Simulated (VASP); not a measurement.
# P (R-3m) in VASP: settings compared, part 2 of 2

VASP 6.6.1.

### Step 4. Density of states, revPBE

run.py

```python
from ase.calculators.vasp import Vasp
from ase.dft.dos import DOS
from ase.io import read

atoms = read('P.cif', primitive_cell=True, subtrans_included=False)
calc = Vasp(
    directory='calc',
    xc='revpbe',
    pp='PBE',
    setups={'base': 'minimal', 'P': '_h'},
    prec='Accurate',
    encut=900,
    ediff=1e-06,
    ismear=-1,
    sigma=0.1,
    lreal=False,
    lasph=True,
    nelm=60,
    algo='Normal',
    isif=2,
    lwave=False,
    lcharg=False,
    lorbit=10,
    kpts=[9, 9, 9],
    gamma=True,
    nbands=12,
)
atoms.calc = calc

print('energy (eV):', atoms.get_potential_energy())
print('free energy (eV):', atoms.get_potential_energy(force_consistent=True))
print('forces (eV/A):')
print(atoms.get_forces())
print('stress (eV/A^3, Voigt):', atoms.get_stress())
print('Fermi level (eV):', calc.get_fermi_level())
dos = DOS(calc, width=0.05, window=(-10, 10), npts=201)
print('E - E_F (eV), DOS (1/eV)')
for e, g in zip(dos.get_energies(), dos.get_dos()):
    print(f'{e:8.3f} {g:10.4f}')
```

P.cif

```cif
data_P
_cell_length_a 3.45145036
_cell_length_b 3.45145036
_cell_length_c 9.38904004
_cell_angle_alpha 90.00000000
_cell_angle_beta 90.00000000
_cell_angle_gamma 120.00000000
_space_group_name_H-M_alt 'R-3m'
_space_group_name_Hall '-R 3 2"'
_space_group_IT_number 166
loop_
_space_group_symop_operation_xyz
'x,y,z'
'-x,-y,-z'
'-y,x-y,z'
'y,-x+y,-z'
'-x+y,-x,z'
'x-y,x,-z'
'y,x,-z'
'-y,-x,z'
'x-y,-y,-z'
'-x+y,y,z'
'-x,-x+y,-z'
'x,x-y,z'
'x+2/3,y+1/3,z+1/3'
'-x+2/3,-y+1/3,-z+1/3'
'-y+2/3,x-y+1/3,z+1/3'
'y+2/3,-x+y+1/3,-z+1/3'
'-x+y+2/3,-x+1/3,z+1/3'
'x-y+2/3,x+1/3,-z+1/3'
'y+2/3,x+1/3,-z+1/3'
'-y+2/3,-x+1/3,z+1/3'
'x-y+2/3,-y+1/3,-z+1/3'
'-x+y+2/3,y+1/3,z+1/3'
'-x+2/3,-x+y+1/3,-z+1/3'
'x+2/3,x-y+1/3,z+1/3'
'x+1/3,y+2/3,z+2/3'
'-x+1/3,-y+2/3,-z+2/3'
'-y+1/3,x-y+2/3,z+2/3'
'y+1/3,-x+y+2/3,-z+2/3'
'-x+y+1/3,-x+2/3,z+2/3'
'x-y+1/3,x+2/3,-z+2/3'
'y+1/3,x+2/3,-z+2/3'
'-y+1/3,-x+2/3,z+2/3'
'x-y+1/3,-y+2/3,-z+2/3'
'-x+y+1/3,y+2/3,z+2/3'
'-x+1/3,-x+y+2/3,-z+2/3'
'x+1/3,x-y+2/3,z+2/3'
loop_
_atom_site_label
_atom_site_type_symbol
_atom_site_symmetry_multiplicity
_atom_site_Wyckoff_symbol
_atom_site_fract_x
_atom_site_fract_y
_atom_site_fract_z
_atom_site_occupancy
P1 P 6 c 0.0000000000 0.0000000000 0.7729197500 1
```

Launch:

```
> python run.py
```

Run time: 35 s. Hardware: 1 thread of AMD EPYC 9R45 (Zen 5), shared host; peak memory 0.19 GiB.

The run converged. Its results:

| Item | Value |
| --- | --- |
| Free energy | -10.0039 eV |
| Pressure | 2.6 GPa |
| Largest force | 0.237 eV/Å |
| Band gap on the k mesh | none (metal or under the smearing width) |
| Valence electrons inside the program's atomic spheres | P 1.47 |

Forces on the atoms (eV/Å):
```
P    0.000  0.000 -0.237
P    0.000  0.000  0.237
```

Stress tensor (GPa, compression positive):
```
3.00 0.00 0.00
0.00 3.00 0.00
0.00 0.00 1.92
```

Levels at points of the mesh, in eV from the Fermi level:
| k point | band 2 | band 3 | band 4 | band 5 | band 6 | band 7 | band 8 | band 9 |
| --- | --- | --- | --- | --- | --- | --- | --- | --- |
| (0.00, 0.00, 0.00) | -3.62 | -3.18 | -2.94 | -2.94 | 1.31 | 2.61 | 2.61 | 5.76 |

States per cell in windows of 1 eV (zero at the Fermi level; states under -8 eV left out):
```
from (eV)  total  P1_p  P2_p  P1_s  P2_s  P1_d  P2_d
     -8.0   0.63  0.05  0.05  0.02  0.02  0.00  0.00
     -7.0   0.78  0.07  0.07  0.03  0.03  0.00  0.00
     -6.0   0.97  0.10  0.10  0.02  0.02  0.00  0.00
     -5.0   1.07  0.12  0.12  0.02  0.02  0.00  0.00
     -4.0   1.07  0.13  0.13  0.02  0.02  0.00  0.00
     -3.0   0.79  0.09  0.09  0.02  0.02  0.00  0.00
     -2.0   0.67  0.08  0.08  0.03  0.03  0.00  0.00
     -1.0   0.27  0.03  0.03  0.01  0.01  0.00  0.00
      0.0   0.93  0.08  0.08  0.03  0.03  0.00  0.00
      1.0   1.46  0.14  0.14  0.04  0.04  0.00  0.00
      2.0   1.10  0.13  0.13  0.03  0.03  0.00  0.00
      3.0   1.10  0.12  0.12  0.02  0.02  0.00  0.00
      4.0   0.97  0.10  0.10  0.01  0.01  0.00  0.00
      5.0   1.00  0.10  0.10  0.01  0.01  0.00  0.00
      6.0   1.35  0.13  0.13  0.01  0.01  0.00  0.00
      7.0   0.92  0.08  0.08  0.01  0.01  0.00  0.00
```

Caveat: the PAW data sets were made with another functional, which shifts forces and pressure a little.

### Step 5. Electric field gradients, LDA (atoms moved at random, drawn with an rms of 0.1 Å)

INCAR

```
  PREC = Accurate
  ENCUT = 900
  EDIFF = 1E-8
  ISMEAR = 0
  SIGMA = 0.05
  LREAL = F
  LASPH = T
  NELM = 60
  ALGO = Normal
  ISIF = 2
  LWAVE = F
  LCHARG = F
  GGA = CA
  LEFG = T
```

KPOINTS

```
Automatic mesh
0
Gamma
  9 9 9
```

POSCAR

```
P
1.0
    1.7257251780      0.9963478961      3.1296800121
   -1.7257251780      0.9963478961      3.1296800121
    0.0000000000     -1.9926957921      3.1296800121
P
2
Direct
    0.7737610000      0.7847280000      0.7503070000
    0.2110050000      0.2372460000      0.2347960000
```

Potentials or basis: VASP PAW LDA potentials, release 64 (P_h).

Launch:

```
> cat potpaw_LDA.64/P_h/POTCAR > POTCAR
> mpirun -np 1 vasp_std > vasp.out
```

OUTCAR:

```text
PREC = Accurate
   ENCUT = 900
   EDIFF = 1E-8
   ISMEAR = 0
   LREAL = F
   LASPH = T
   NELM = 60
   ISIF = 2
   GGA = CA

 ion  position               nearest neighbor table
   1  0.774  0.785  0.750-   2 2.24
   2  0.211  0.237  0.235-   1 2.24

  LATTYP: Found a trigonal (rhomboedric) cell.
 ALAT       =     3.7102201415
 COS(alpha) =     0.5673129383

  Lattice vectors:

 A1 = (   1.7257251780,   0.9963478961,   3.1296800121)
 A2 = (  -1.7257251780,   0.9963478961,   3.1296800121)
 A3 = (   0.0000000000,  -1.9926957921,   3.1296800121)

Analysis of symmetry for initial positions (statically):
=====================================================================
 Subroutine PRICEL returns:
 Original cell was already a primitive cell.

[... 481 lines left out ...]
  energy-cutoff  :      900.00
  volume of cell :       32.29
      direct lattice vectors                 reciprocal lattice vectors
     1.725725178  0.996347896  3.129680012     0.289733271  0.167277582  0.106507161
    -1.725725178  0.996347896  3.129680012    -0.289733271  0.167277582  0.106507161
     0.000000000 -1.992695792  3.129680012     0.000000000 -0.334555164  0.106507161

 POSITION                                       TOTAL-FORCE (eV/Angst)
 -----------------------------------------------------------------------------------
     -0.01893      0.05766      7.22579        -0.079742     -0.397222      0.017366
     -0.04528     -0.02126      2.13772         0.079742      0.397222     -0.017366
 -----------------------------------------------------------------------------------
    total drift:                               -0.000002      0.000004      0.000003

  FREE ENERGIE OF THE ION-ELECTRON SYSTEM (eV)
  ---------------------------------------------------
  free  energy   TOTEN  =       -12.0823921758 eV

  energy  without entropy=      -12.0819690836  energy(sigma->0) =      -12.08218063

 Electric field gradients (V/A^2)
---------------------------------------------------------------------
 ion       V_xx      V_yy      V_zz      V_xy      V_xz      V_yz
---------------------------------------------------------------------
   1      10.587    11.575   -22.162    -1.481    -1.815    -5.711
   2      10.587    11.575   -22.162    -1.481    -1.815    -5.711
---------------------------------------------------------------------

 Electric field gradients after diagonalization (V/A^2)
 (convention: |V_zz| > |V_xx| > |V_yy|)
----------------------------------------------------------------------
 ion       V_xx      V_yy      V_zz     asymmetry (V_yy - V_xx)/ V_zz
----------------------------------------------------------------------
   1      13.086    10.139   -23.225       0.127
   2      13.086    10.139   -23.225       0.127
----------------------------------------------------------------------

           NMR quadrupolar parameters

 Cq : quadrupolar parameter    Cq=e*Q*V_zz/h
 eta: asymmetry parameters     (V_yy - V_xx)/ V_zz
 Q  : nuclear electric quadrupole moment in mb (millibarn)
----------------------------------------------------------------------
 ion       Cq(MHz)       eta       Q (mb)
----------------------------------------------------------------------
   1      -0.056       0.127       1.000
   2      -0.056       0.127       1.000
----------------------------------------------------------------------
```

OSZICAR:

```text
N       E                     dE             d eps       ncg     rms          rms(c)
DAV:   1     0.241131988273E+02    0.24113E+02   -0.63273E+03  6570   0.148E+03
DAV:   2    -0.111214222801E+02   -0.35235E+02   -0.34242E+02  9614   0.147E+02
DAV:   3    -0.121306919827E+02   -0.10093E+01   -0.99750E+00  8669   0.248E+01
DAV:   4    -0.121412777191E+02   -0.10586E-01   -0.10581E-01  9238   0.280E+00
DAV:   5    -0.121413646286E+02   -0.86909E-04   -0.86895E-04  8665   0.207E-01    0.217E+00
DAV:   6    -0.121026881795E+02    0.38676E-01   -0.14205E-02  7825   0.770E-01    0.129E+00
DAV:   7    -0.120824458999E+02    0.20242E-01   -0.26084E-02  7250   0.108E+00    0.773E-02
DAV:   8    -0.120823867822E+02    0.59118E-04   -0.16888E-03  7432   0.344E-01    0.234E-02
DAV:   9    -0.120823916370E+02   -0.48547E-05   -0.60378E-05  8246   0.707E-02    0.150E-02
DAV:  10    -0.120823922671E+02   -0.63008E-06   -0.49634E-06  8412   0.170E-02    0.314E-03
DAV:  11    -0.120823921837E+02    0.83357E-07   -0.62033E-07  8844   0.581E-03    0.177E-03
DAV:  12    -0.120823921758E+02    0.78954E-08   -0.67969E-08  7509   0.213E-03
   1 F= -.12082392E+02 E0= -.12082181E+02  d E =-.423092E-03
```

It took 1.8 min on 1 thread of AMD EPYC 9R45 (Zen 5), shared host; peak memory 0.28 GiB.

What came out:

```yaml
Free_energy: -12.0824 eV
Pressure: -3.8 GPa
Largest_force: 0.406 eV/Å
Band_gap_on_the_k_mesh: none (metal or under the smearing width)
```

Forces on the atoms (eV/Å):
```
P   -0.080 -0.397  0.017
P    0.080  0.397 -0.017
```

Stress tensor (GPa, compression positive):
```
-3.33  0.36  0.37
 0.36 -3.02  1.49
 0.37  1.49 -5.18
```

Electric field gradients, principal values (V/Å²):
```
atom     Vxx     Vyy      Vzz
 1 P  10.139  13.086  -23.225
 2 P  10.139  13.086  -23.225
```

### Step 6. The reference run

An earlier run on the cell as given: functional PBE; potentials or basis VASP PAW PBE potentials, release 64 (P); cutoff 520 eV; k mesh 9 × 9 × 9; occupations fermi-dirac, width 0.05 eV; no spin polarisation.

- Pressure: 1.5 GPa
- Largest force: 0.192 eV/Å
- Band gap on the k mesh: none (metal or under the smearing width)

### Step 7. Overview

```csv
task,level,potentials or basis,cell,cutoff (eV),smearing,gap on the mesh (eV),pressure (GPa),largest force (eV/Å)
band structure,PBEsol,"VASP PAW PBE potentials, release 64 (P_h)","atoms moved at random, drawn with an rms of 0.15 Å",900,gaussian 0.05 eV,-,-,-
density of states,revPBE,"VASP PAW PBE potentials, release 64 (P_h)",as given,900,fermi-dirac 0.1 eV,none,2.6,0.24
electric field gradients,LDA,"VASP PAW LDA potentials, release 64 (P_h)","atoms moved at random, drawn with an rms of 0.1 Å",900,gaussian 0.05 eV,none,-3.8,0.41
single point,PBE,"VASP PAW PBE potentials, release 64 (P)",as given,520,fermi-dirac 0.05 eV,none,1.5,0.19
```

Alike in all rows: no spin polarisation; k mesh 9 × 9 × 9.

Caveats: the PAW data sets were made with another functional, which shifts forces and pressure a little (some runs).

Total energies depend on the potentials used, so only differences within one code and one set of settings carry meaning.
